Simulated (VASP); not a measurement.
The system is HgTe (Coloradoite).

```
CELL_PARAMETERS angstrom
0.00000 3.21450 3.21450
3.21450 0.00000 3.21450
3.21450 3.21450 0.00000
ATOMIC_POSITIONS crystal
Hg 0.00000 0.00000 0.00000
Te 0.75000 0.75000 0.75000
```

* Program: VASP 6.6.1
* Task: relaxation of cell and atoms
* Functional: PBE
* Dispersion: TS
* Potentials or basis: VASP PAW PBE potentials, release 64 (Hg, Te)
* Cutoff: 600 eV
* k mesh: 7 × 7 × 7
* Occupations: fermi-dirac, width 0.05 eV
* Spin: no spin polarisation

At the start: pressure 2.7 GPa; volume 33.22 Å³/atom.

Q: How do energy, volume and symmetry change on relaxing?

A: Over 3 steps the energy falls by 15.3 meV/atom and the volume is 35.16 Å³/atom (+5.8 %); space group F-43m (No. 216, to 0.05 Å).

The path:
```csv
step,energy change (eV),largest force (eV/Å),pressure (GPa),volume (Å³)
1,0.0000,0.0000,2.65,66.43
2,-0.0266,0.0000,-0.88,71.86
3,-0.0306,0.0000,-0.03,70.32
```

Final structure:
```
Hg Te
1.0
     0.00000    3.27597    3.27597
     3.27597    0.00000    3.27597
     3.27597    3.27597    0.00000
Hg Te
1 1
Direct
  0.00000 0.00000 0.00000
  0.75000 0.75000 0.75000
```

Caveat: atom-pairwise D2, TS and ULG terms overbind metals; pairwise dispersion overbinds metals, which lowers pressure and volume.
